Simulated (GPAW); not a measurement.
C:

```xyz
8
Lattice="2.5221 0.0000 0.0000 -1.2611 2.1842 0.0000 0.0000 0.0000 8.2371" Properties=species:S:1:pos:R:3 pbc="T T T"
C     1.2611    0.7281    6.9501
C     0.0000    1.4561    2.8315
C     1.2611    0.7281    5.4056
C     0.0000    1.4561    1.2870
C     0.0000    0.0000    7.4649
C     0.0000    0.0000    3.3463
C     0.0000    0.0000    4.8908
C     0.0000    0.0000    0.7722
```

This is a hexagonal form of diamond, not graphite.

```yaml
Program: GPAW 26.7.0
Task: relaxation of cell and atoms
Functional: r2SCAN
Dispersion: D4
Potentials_or_basis: GPAW PAW data sets (gpaw-data 1.2.1)
Cutoff: 800 eV
Basis: pw
k_mesh: 7 × 7 × 2
Occupations: fermi-dirac, width 0.05 eV
Spin: no spin polarisation
```

At the start: pressure -4.7 GPa; volume 5.67 Å³/atom.

Task: Where does the relaxation end?

Result: Over 7 steps the energy falls by 3.2 meV/atom and the volume is 5.61 Å³/atom (-1.1 %); space group P6_3/mmc (No. 194, to 0.05 Å).

Step by step:
```
step  energy change (eV)  largest force (eV/Å)  pressure (GPa)  volume (Å³)
   1              0.0000                0.3603           -4.69        45.38
   2             -0.0115                0.0954           -4.33        45.34
   3             -0.0157                0.0640           -3.68        45.27
   4             -0.0190                0.1327           -2.73        45.17
   5             -0.0238                0.1505           -0.85        44.98
   6             -0.0252                0.0726            0.08        44.89
   7             -0.0256                0.0109            0.17        44.88
```

Final structure:
```
C
1.0
     2.50445    0.00000    0.00000
    -1.25223    2.16892    0.00000
     0.00000    0.00000    8.26202
C
8
Direct
  0.66667 0.33333 0.84452
  0.33333 0.66667 0.34452
  0.66667 0.33333 0.65548
  0.33333 0.66667 0.15548
  0.00000 0.00000 0.90709
  0.00000 0.00000 0.40709
  0.00000 0.00000 0.59291
  0.00000 0.00000 0.09291
```

Caveat: the k mesh is coarse; later steps reuse the first step's grids; the PAW data sets were made with another functional, which shifts forces and pressure a little.
